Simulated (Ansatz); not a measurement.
## Ge: relaxation of cell and atoms

Level of theory: Ansatz 0.2.0, DFT, PBE, PAW with Ansatz's default frozen-core files, scalar-relativistic.

Command: `ansatz run input.yaml --threads 1 --pin off --max-ram 2048MiB --backend cpu --events-out ev --progress --plain --runs-dir out` The run took 68 s on 1 thread of Arm Neoverse N1, with other jobs on the host, peak memory 0.36 GiB.

```yaml
crystal:
  lattice:
    - [2.5202003676, 0.0, 0.0]
    - [-1.2601001838, 2.182557541, 0.0]
    - [0.0, 0.0, 4.0827245956]
  atoms:
    - { symbol: Ge, position: [0.3333333333, 0.6666666667, 0.25] }
    - { symbol: Ge, position: [0.6666666667, 0.3333333333, 0.75] }
kpoints:
  mp_grid: { grid: [15, 15, 8] }
scf:
  occupations: { method: fermi_dirac, width: 0.05 }
hamiltonian:
  xc: pbe
  pseudopotentials: { kind: paw }
output:
  forces: true
  stress: true
  write_density: true
  write_potential: true
  elf: true
  volumetric_format: npy
relax:
  f_tol: 0.005
  max_steps: 80
  cell: {}
```

The cell is built from the hcp type as a first guess.

The cutoff is 420 eV; energies and pressures of the walk include the program's estimate of the Pulay term.

Each frame lists the cell vectors (Å), then Cartesian positions (Å); symmetry keeps all forces zero. Free energies count from the first step, -8585.7149 eV.

The walk took 12 evaluations in all; steps that aren't listed are left out.

Step 1: E = 0.0 meV, P = 116.91 GPa

```
cell 2.5202 0.0000 0.0000 -1.2601 2.1826 0.0000 0.0000 0.0000 4.0827
Ge    0.0000    1.4550    1.0207
Ge    1.2601    0.7275    3.0620
```

Step 2: E = -1831.3 meV, P = 63.15 GPa

```
cell 2.6388 0.0000 0.0000 -1.3194 2.2853 0.0000 0.0000 0.0000 4.2813
Ge    0.0000    1.5235    1.0703
Ge    1.3194    0.7618    3.2110
```

Step 3: E = -2863.5 meV, P = 30.66 GPa

```
cell 2.7557 0.0000 0.0000 -1.3778 2.3865 0.0000 0.0000 0.0000 4.4804
Ge    0.0000    1.5910    1.1201
Ge    1.3778    0.7955    3.3603
```

Step 4: E = -3305.8 meV, P = 10.79 GPa

```
cell 2.8521 0.0000 0.0000 -1.4260 2.4700 0.0000 0.0000 0.0000 4.6798
Ge    0.0000    1.6466    1.1700
Ge    1.4260    0.8233    3.5099
```

Step 5: E = -3384.5 meV, P = 0.52 GPa

```
cell 2.9109 0.0000 0.0000 -1.4554 2.5209 0.0000 0.0000 0.0000 4.8016
Ge    0.0000    1.6806    1.2004
Ge    1.4554    0.8403    3.6012
```

Step 6: E = -3384.9 meV, P = -0.04 GPa

```
cell 2.9118 0.0000 0.0000 -1.4559 2.5217 0.0000 0.0000 0.0000 4.8163
Ge    0.0000    1.6811    1.2041
Ge    1.4559    0.8406    3.6122
```

Step 7: E = -3385.0 meV, P = 0.02 GPa

```
cell 2.9089 0.0000 0.0000 -1.4545 2.5192 0.0000 0.0000 0.0000 4.8236
Ge    0.0000    1.6795    1.2059
Ge    1.4545    0.8397    3.6177
```

Step 8: E = -3532.1 meV, P = 7.13 GPa (the cell of the step before, solved again on a basis chosen afresh, hence the jump)

Step 9: E = -3589.0 meV, P = 2.99 GPa

```
cell 2.9480 0.0000 0.0000 -1.4740 2.5530 0.0000 0.0000 0.0000 4.9344
Ge    0.0000    1.7020    1.2336
Ge    1.4740    0.8510    3.7008
```

Step 10: E = -3601.8 meV, P = -0.84 GPa

```
cell 2.9806 0.0000 0.0000 -1.4903 2.5813 0.0000 0.0000 0.0000 5.1051
Ge    0.0000    1.7209    1.2763
Ge    1.4903    0.8604    3.8288
```

Question: How does the relaxation end?

Answer: It converges, with a = 2.976 Å, b = 2.976 Å, c = 5.053 Å, α = 90.00°, β = 90.00°, γ = 120.00° (conventional cell, space group P6_3/mmc). The last solve (on a basis chosen afresh for the final cell, so its energy is not quite comparable) gives E = -3605.2 meV, P = -0.01 GPa:
```
cell 2.9760 0.0000 0.0000 -1.4880 2.5773 0.0000 0.0000 0.0000 5.0535
Ge    0.0000    1.7182    1.2634
Ge    1.4880    0.8591    3.7901
```
